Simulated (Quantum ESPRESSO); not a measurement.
NiO2:

```
CELL_PARAMETERS angstrom
1.40213 0.80952 6.97429
-1.40213 0.80952 6.97429
0.00000 -1.61904 6.97429
ATOMIC_POSITIONS crystal
Ni 0.00000 0.00000 0.00000
O 0.37879 0.37879 0.37879
O 0.62121 0.62121 0.62121
```

The cell comes from a database or a generator and needn't be the stable form of this composition.

Base run:

- Program: Quantum ESPRESSO 7.5
- Functional: PBEsol
- Potentials or basis: GBRV 1.5 PBEsol
- Cutoff: 612 eV
- Density cutoff: 4898 eV
- k mesh: 11 × 11 × 11
- Occupations: fermi-dirac, width 0.05 eV
- Spin: collinear spin, ferromagnetic start
- Starting moments: [1.0, 0.0, 0.0] μB

Its results: band gap on the k mesh 1.29 eV, indirect (least direct gap 1.55 eV); pressure -3.5 GPa; net moment 0.00 μB per cell; largest force 0.441 eV/Å.

Question: The run is repeated on the same cell with these changes: functional from PBEsol to LDA; potentials or basis from GBRV 1.5 PBEsol to GBRV 1.5 LDA. What comes out?

Answer: Band gap on the k mesh 1.25 eV, indirect (least direct gap 1.52 eV); pressure -7.4 GPa; net moment 0.00 μB per cell; largest force 0.880 eV/Å.

Caveats: an odd mesh through Γ misses points on the zone boundary, where band edges often lie (some runs).
